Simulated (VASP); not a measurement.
Runs of VASP 6.6.1 on Re. The cell holds a slab with vacuum, 12 atoms: a = 2.760 Å, b = 4.457 Å, c = 24.748 Å, α = 90.00°, β = 90.00°, γ = 90.00°. The cell was built by a generator and needn't be a form met in nature.

```tsv
cell	vacuum (Å)	gap on the mesh (eV)	largest force (eV/Å)	work function (eV)
Pmma, 25.37 Å³/atom	12	none	1.66	4.82
Pmma, 29.47 Å³/atom	16	none	1.66	(a)
Pmma, 18.2 Å³/atom	5	none	1.50	-
Pmma, 21.27 Å³/atom	8	none	1.66	-
```

Alike in all rows: task work function; level PBEsol; potentials or basis VASP PAW PBE potentials, release 64 (Re); no spin polarisation; k mesh 12 × 8 × 1; cutoff (eV) 520; smearing methfessel-paxton 0.1 eV.

Question: Estimate the missing entries.

Answer: (a) 4.83.

Caveats: the PAW data sets were made with another functional, which shifts forces and pressure a little.

A k mesh can miss the band edges, and the runs leave out spin-orbit coupling on Re.

A gap of «none» marks a metal or a gap under the smearing width.
